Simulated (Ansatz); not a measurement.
InP: Wannier functions with revPBE+D4

**The experiment to reproduce.**

From a printed reference work, data compilation, for a bulk crystal of InP at 1.6 K: band gap 1.4236 eV (direct).

The system is InP.

```
CELL_PARAMETERS angstrom
0.00000 2.93050 2.93050
2.93050 0.00000 2.93050
2.93050 2.93050 0.00000
ATOMIC_POSITIONS crystal
In 0.00000 0.00000 0.00000
P 0.75000 0.75000 0.75000
```

```yaml
Program: Ansatz 0.2.0
Task: Wannier functions
Functional: revPBE
Dispersion: D4
Potentials_or_basis: Ansatz PAW
Cutoff: 420 eV
Density_cutoff: 1680 eV
k_mesh: 8 × 8 × 8
Occupations: fermi-dirac, width 0.05 eV
Spin: spin-orbit coupling, no magnetisation
Driver: chain
```

```json
{
 "Band gap on the k mesh": "0.79 eV, direct",
 "Total Wannier spread": "19.49 Å² over 6 functions"
}
```

Levels at points of the mesh, in eV from the valence-band top:
| k point | band 15 | band 16 | band 17 | band 18 | band 19 | band 20 | band 21 | band 22 |
| --- | --- | --- | --- | --- | --- | --- | --- | --- |
| (0.00, 0.00, 0.00) | 0.00 | 0.00 | 0.00 | 0.00 | 0.79 | 0.79 | 3.79 | 3.79 |
| (0.00, 0.00, -0.50) | -1.06 | -1.06 | -0.94 | -0.94 | 1.55 | 1.55 | 4.73 | 4.73 |
| (0.00, -0.50, -0.50) | -2.39 | -2.39 | -2.29 | -2.29 | 1.82 | 1.82 | 2.31 | 2.31 |

Wannier centres (Å) and spreads (Å²):
```
function      x      y      z  spread
       1  4.239  4.553  4.092   3.248
       2  4.239  4.553  4.092   3.248
       3  4.699  4.553  4.553   3.248
       4  4.699  4.553  4.553   3.248
       5  4.239  4.092  4.553   3.248
       6  4.239  4.092  4.553   3.248
```

Wall time 13 s on 2 threads of Arm Neoverse V2 (shared host), peak memory 0.75 GiB.

Against the measured gap of InP, 1.4236 eV (direct; 1.6 K; a printed reference work, data compilation), the calculated 0.79 eV is off by -0.64 eV. The value is that of revPBE+D4, without temperature or zero-point motion. Semilocal functionals fall short of measured gaps as a rule.

Caveat: some levels weren't fully converged.
